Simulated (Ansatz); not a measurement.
Runs of Ansatz 0.2.0 on NbP. It takes space group I4_1md (No. 109, tetragonal). The conventional cell has a = 3.350 Å, b = 3.350 Å, c = 11.480 Å, α = 90.00°, β = 90.00°, γ = 90.00°. Around Nb (site symmetry 2mm) lie 6 P at 2.55 Å. P (site symmetry 2mm) is surrounded by 6 Nb at 2.55 Å. The cell is a database's computed one.

```csv
share of exact exchange,gap on the mesh (eV),pressure (GPa),largest force (eV/Å)
0.5,0.19,-9.6,-
0.4,(c),(a),-
0.25,0.15,-5.4,0.01
0.3,(b),-6.3,0.01
```

Alike in all rows: task single point; level HSE06 form with a typed share of exact exchange; potentials or basis Ansatz PAW; no spin polarisation; cell as given; k mesh 6 × 6 × 6; cutoff (eV) 420; smearing fermi-dirac 0.05 eV; the mesh is coarse, so values aren't converged.

Q: Estimate the missing entries.

A: (a) -8.0; (b) 0.16; (c) 0.18.

Caveats: all runs use coarse meshes; the PAW data sets come from PBE, with cores solved anew for the run's functional, which leaves a small shift of forces and pressure; the thresholds are loose for stress.

A k mesh can miss the band edges, and the runs leave out spin-orbit coupling on Nb.
